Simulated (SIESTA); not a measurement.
## NiO under changes of volume

One of the cells (9.257 Å³/atom); the others are scaled copies at fixed shape and fractional positions:

```
Ni O
1.0
     0.00000    2.09972    2.09972
     2.09972    0.00000    2.09972
     2.09972    2.09972    0.00000
Ni O
1 1
Direct
  0.00000 0.00000 0.00000
  0.50000 0.50000 0.50000
```

| Property | Result |
| --- | --- |
| Program | SIESTA 5.4.2 |
| Functional | PBE |
| Potentials or basis | PseudoDojo 0.4 standard (PBE files) |
| Basis | DZP (energy shift 0.002 Ry) |
| Grid cutoff | 800 Ry |
| Energy shift | 0.002 Ry |
| k mesh | 11 × 11 × 11 |
| Occupations | fermi-dirac, width 0.05 eV |
| Spin | collinear spin, ferromagnetic start |
| Starting moments | [1.0, 0.0] μB |

```tsv
volume (Å³/atom)	energy over the lowest point (meV/atom)	pressure (GPa)	moment (μB per cell)
8.531	83.36	13.3	0.00
8.713	?	?	?
8.894	16.83	10.8	1.66
9.257	1.59	2.6	1.80
9.439	0.00	-0.2	1.84
9.620	1.94	-3.6	1.87
```

Problem. What does the run at 8.713 Å³/atom give?

Solution. Energy over the lowest point 31.33 meV/atom; pressure 14.8 GPa; moment 1.59 μB per cell.

The energies don't lie on one smooth curve, so no fit is given. The run at 8.531 Å³/atom lies farthest off; its moment of 0.00 μB against 1.59 to 1.87 μB shows that it ended in another magnetic state.

Energies are extrapolated to zero smearing.

Caveats: semicore shells carry a single zeta, which can move pressures by several GPa and volumes by a few percent; the basis of atomic orbitals isn't converged, which shifts pressures, moduli and gaps; a cell with one magnetic atom can't hold antiferromagnetic order, which such compounds often take (some runs).
